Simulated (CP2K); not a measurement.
Runs of CP2K 2026.2 on Tc. It takes space group P6_3/mmc (No. 194, hexagonal). The conventional cell has a = 2.740 Å, b = 2.740 Å, c = 4.398 Å, α = 90.00°, β = 90.00°, γ = 120.00°. Tc (site symmetry -6m2) is surrounded by 12 Tc at 2.71 to 2.74 Å. 

| task | level | potentials or basis | cell | k mesh | smearing | EPS_DEFAULT | NGRIDS | EXTRAPOLATION | basis sets | potentials | gap on the mesh (eV) | pressure (GPa) | largest force (eV/Å) |
| --- | --- | --- | --- | --- | --- | --- | --- | --- | --- | --- | --- | --- | --- |
| relaxation of cell and atoms | PBE | POTENTIAL_UZH Tc GTH-PBE-q15; TZVP-MOLOPT-PBE-GTH basis | relaxed | 9 × 9 × 5 | fermi-dirac 0.05 eV | 1.0E-9 | 5 | USE_PREV_P | Tc TZVP-MOLOPT-PBE-GTH-q15 | Tc GTH-PBE-q15 of POTENTIAL_UZH | none | 0.0 | 0.01 |
| band structure | LDA | GTH_POTENTIALS Tc GTH-PADE-q15; TZVP-MOLOPT-PBE-GTH basis | as given | 11 × 11 × 6 | fermi-dirac 0.05 eV | 1.0E-9 | 4 | - | Tc TZVP-MOLOPT-PBE-GTH-q15 | Tc GTH-PADE-q15 of GTH_POTENTIALS | none | -8.8 | - |
| band structure | PBEsol | POTENTIAL_UZH Tc GTH-PBE-q15; TZVP-MOLOPT-PBE-GTH basis | as given | 11 × 11 × 6 | fermi-dirac 0.1 eV | 1.0E-10 | 4 | - | Tc TZVP-MOLOPT-PBE-GTH-q15 | Tc GTH-PBE-q15 of POTENTIAL_UZH | none | (a) | - |
| band structure | PBE | POTENTIAL_UZH Tc GTH-PBE-q15; TZVP-MOLOPT-PBE-GTH basis | as given | 11 × 11 × 6 | fermi-dirac 0.1 eV | 1.0E-9 | 4 | - | Tc TZVP-MOLOPT-PBE-GTH-q15 | Tc GTH-PBE-q15 of POTENTIAL_UZH | none | 7.1 | - |
| band structure | PBE | POTENTIAL_UZH Tc GTH-PBE-q15; TZVP-MOLOPT-PBE-GTH basis | as given | 11 × 11 × 6 | fermi-dirac 0.05 eV | 1.0E-9 | 4 | - | Tc TZVP-MOLOPT-PBE-GTH-q15 | Tc GTH-PBE-q15 of POTENTIAL_UZH | none | 6.9 | - |
| relaxation of cell and atoms | LDA | GTH_POTENTIALS Tc GTH-PADE-q15; TZVP-MOLOPT-PBE-GTH basis | relaxed | 9 × 9 × 5 | fermi-dirac 0.1 eV | 1.0E-9 | 5 | USE_PREV_P | Tc TZVP-MOLOPT-PBE-GTH-q15 | Tc GTH-PADE-q15 of GTH_POTENTIALS | none | 0.0 | 0.02 |
| single point | PBE | POTENTIAL_UZH Tc GTH-PBE-q15; TZVP-MOLOPT-PBE-GTH basis | as given | 11 × 11 × 6 | fermi-dirac 0.05 eV | 1.0E-10 | 4 | - | Tc TZVP-MOLOPT-PBE-GTH-q15 | Tc GTH-PBE-q15 of POTENTIAL_UZH | none | 6.9 | - |
| relaxation of cell and atoms | PBEsol | POTENTIAL_UZH Tc GTH-PBE-q15; TZVP-MOLOPT-PBE-GTH basis | relaxed | 9 × 9 × 5 | fermi-dirac 0.0259 eV | 1.0E-10 | 4 | USE_PREV_P | Tc TZVP-MOLOPT-PBE-GTH-q15 | Tc GTH-PBE-q15 of POTENTIAL_UZH | none | 0.0 | - |
| band structure | r2SCAN | POTENTIAL_UZH Tc GTH-SCAN-q15; TZVP-MOLOPT-SCAN-GTH basis | as given | 11 × 11 × 6 | fermi-dirac 0.0259 eV | 1.0E-9 | 4 | - | Tc TZVP-MOLOPT-SCAN-GTH-q15 | Tc GTH-SCAN-q15 of POTENTIAL_UZH | none | 4.8 | - |

Alike in all rows: no spin polarisation.

Problem. Estimate the missing entries.

Solution. (a) -1.9.

Caveats: the basis of atomic orbitals isn't converged, which shifts pressures, moduli and gaps; the printed path begins after the first move (some runs); more than 0.5 GPa of stress was left at the end, so the final cell isn't listed (some runs); the potentials were made for another functional, which shifts forces and pressure (some runs).

A k mesh can miss the band edges, and the runs leave out spin-orbit coupling on Tc.

A gap of «none» marks a metal or a gap under the smearing width.

Not every run made on this cell is shown here.
